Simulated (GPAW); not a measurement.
Ni:

```
CELL_PARAMETERS angstrom
0.00000 1.73757 1.73757
1.73757 0.00000 1.73757
1.73757 1.73757 0.00000
ATOMIC_POSITIONS crystal
Ni 0.00000 0.00000 0.00000
```

* Program: GPAW 26.7.0
* Task: relaxation of cell and atoms
* Functional: PBEsol
* Dispersion: D3(BJ)+ATM
* Potentials or basis: PAW data sets generated in the run's folder for this functional
* Cutoff: 600 eV
* Basis: pw
* k mesh: 13 × 13 × 13
* Occupations: fermi-dirac, width 0.05 eV
* Spin: collinear spin, ferromagnetic start
* Starting moments: [1.0] μB

At the start: pressure -4.4 GPa; volume 10.49 Å³/atom.

Problem. Where does the relaxation end?

Solution. Over 3 steps the energy falls by 2.7 meV/atom and the volume is 10.30 Å³/atom (-1.8 %); space group Fm-3m (No. 225, to 0.05 Å); moment 0.63 μB per cell.

Step by step:
| step | energy change (eV) | largest force (eV/Å) | pressure (GPa) | volume (Å³) |
| --- | --- | --- | --- | --- |
| 1 | 0.0000 | 0.0000 | -4.37 | 10.49 |
| 2 | -0.0024 | 0.0000 | -1.48 | 10.36 |
| 3 | -0.0027 | 0.0000 | 0.04 | 10.30 |

Final structure:
```
Ni
1.0
     0.00000    1.72695    1.72695
     1.72695    0.00000    1.72695
     1.72695    1.72695    0.00000
Ni
1
Direct
  0.00000 0.00000 0.00000
```

Caveat: each step starts from the last one's moments, so a moment once lost doesn't come back; the stock nickel data set gives pressures a few GPa off other programs; later steps reuse the first step's grids; pairwise dispersion overbinds metals, which lowers pressure and volume.
